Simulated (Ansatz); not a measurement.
# Ti3Al4: the cost of one run

Program: Ansatz 0.2.0. Level of theory: DFT PBE, scalar-relativistic, plane waves, PAW. These are calculated values, not measurements.

## (1) The structure to begin with

The structure is tetragonal, space group P4/mmm (No. 123). Conventional cell: a = 2.822 Å, b = 2.822 Å, c = 4.077 Å, α = 90.00°, β = 90.00°, γ = 90.00°. Ti (site symmetry 4/mmm) is surrounded by 4 Ti at 2.82 Å and 8 Al at 2.85 Å. Al (site symmetry 4/mmm) is surrounded by 4 Al at 2.82 Å and 8 Ti at 2.85 Å.

As a file:

```
Ti Al
1.0
     2.82209    0.00000    0.00000
     0.00000    2.82209    0.00000
     0.00000    0.00000    4.07677
Ti Al
1 1
Direct
  0.00000 0.00000 0.00000
  0.50000 0.50000 0.50000
```

This cell was relaxed beforehand with the same method: volume 16.23 Å³/atom, gap on the mesh none (metal).

The bulk reference comes from a run made before at the same settings: -1518.9909 eV/atom.

## (2) The (001) slab

Planes are indexed in the bulk's conventional cell (P4/mmm (No. 123)), a = 2.822 Å, b = 2.822 Å, c = 4.077 Å, α = 90.00°, β = 90.00°, γ = 90.00°.

The slab is a (001) slab, 12.2 Å thick as cut, with 15 Å of vacuum; its outer planes are Al (top) and Al (bottom).

The slab as cut. Its planes from the bottom up:

```csv
plane,atoms per cell,height over the lowest (Å)
1,Al,0.00
2,Ti,2.04
3,Al,4.08
4,Ti,6.12
5,Al,8.15
6,Ti,10.19
7,Al,12.23
```

## (3) The slab as cut, atoms at the bulk's places

A dipole layer in the vacuum cancels the field that periodic copies would set up if the slab's two faces differ.

The input, input.yaml:

```yaml
crystal:
  lattice:
    - [2.8220914054, 0.0, 0.0]
    - [0.0, 2.8220914054, 0.0]
    - [0.0, 0.0, 27.2302953751]
  atoms:
    - { symbol: Al, position: [0.5, 0.5, 0.2754285217] }
    - { symbol: Ti, position: [0.0, 0.0, 0.3502856811] }
    - { symbol: Al, position: [0.5, 0.5, 0.4251428406] }
    - { symbol: Ti, position: [0.0, 0.0, 0.5] }
    - { symbol: Al, position: [0.5, 0.5, 0.5748571594] }
    - { symbol: Ti, position: [0.0, 0.0, 0.6497143189] }
    - { symbol: Al, position: [0.5, 0.5, 0.7245714783] }
basis:
  ecutwfc: 420
kpoints:
  mp_grid: { grid: [12, 12, 1] }
hamiltonian:
  xc: pbe
scf:
  occupations: { method: gaussian, width: 0.1 }
output:
  forces: true
  stress: true
  eigenvalues: true
efield:
  axis: 3
  dipole_correction: true
  ramp_width: 0.04
```

Run with:

```console
ansatz run input.yaml --threads 1 --pin off --max-ram 2560MiB --backend cpu --events-out ev --progress --plain --runs-dir out
```

What time and memory should one allow on 1 thread of Intel Xeon at 2.50GHz (Skylake/Cascade Lake), shared host?

About 29 s, with a peak of 0.47 GiB.
